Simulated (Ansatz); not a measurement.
Consider GeTe (space group R3m, No. 160).

```
GeTe
1.0
    2.08110     1.20152     3.48782
   -2.08110     1.20152     3.48782
    0.00000    -2.40305     3.48782
Ge Te
1 1
Cartesian
  0.00000   0.00000   2.49382
  0.00000   0.00000   7.96963
```

Cartesian axes are those of the cell as printed.

The change: the symmetric strain tensor [-0.0027 -0.0109 -0.0001; -0.0109 -0.0246 -0.0097; -0.0001 -0.0097 -0.0021], atoms relaxed at fixed cell.

Levels (all Ansatz, a program for electronic structure, PAW): PBEsol (420 eV, scalar-relativistic without spin-orbit coupling); r2SCAN (500 eV, no spin-orbit coupling).

The geometry is relaxed with PBEsol.

```
Property           Value
---------------  -------
PBEsol pressure  1.7 GPa
```

How does going to r2SCAN change the pressure?

The pressure grows by 2.0 GPa (1.7 GPa → 3.7 GPa).

Single points use the geometry relaxed with PBEsol. Their cutoffs differ, which shifts pressures a little. No phonon test of stability was made. The final runs are not spin-polarised.
